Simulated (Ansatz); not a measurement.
## Which of these structures of LiH lies lowest?

Theory: DFT, PBE, all-electron LAPW, scalar-relativistic in Ansatz 0.2.0.

Each cell is taken as listed (from a database or a relaxation; residual pressures are under 0.6 GPa and forces under 0.08 eV/Å), on meshes of about 0.2 Å⁻¹ spacing; energies are extrapolated to zero smearing, with no zero-point or thermal terms. Other structures, the observed one among them, may be missing from this set and lie lower. No run is spin-polarised.

(1) Order the structures by energy per atom, lowest first, and give the differences.
A.
Space group Fm-3m (No. 225). a = 4.007 Å, b = 4.007 Å, c = 4.007 Å, α = 90.00°, β = 90.00°, γ = 90.00°
```json
{"atom": "Li", "site": "4a", "symmetry": "m-3m", "x": "0.0000", "y": "0.0000", "z": "0.0000"}
{"atom": "H", "site": "4b", "symmetry": "m-3m", "x": "0.5000", "y": "0.0000", "z": "0.0000"}
```
(rocksalt type, relaxed by us; 14×14×14 mesh on the primitive cell, smearing 0.08 eV, P = 0.0 GPa)
B.
Space group F-43m (No. 216). a = 4.290 Å, b = 4.290 Å, c = 4.290 Å, α = 90.00°, β = 90.00°, γ = 90.00°
```json
{"atom": "Li", "site": "4a", "symmetry": "-43m", "x": "0.0000", "y": "0.0000", "z": "0.0000"}
{"atom": "H", "site": "4d", "symmetry": "-43m", "x": "0.2500", "y": "0.2500", "z": "0.7500"}
```
(zincblende type, relaxed by us; 13×13×13 mesh on the primitive cell, smearing 0.05 eV, P = 0.0 GPa)

Answers

(1) A (0 meV/atom), B (48 meV/atom).
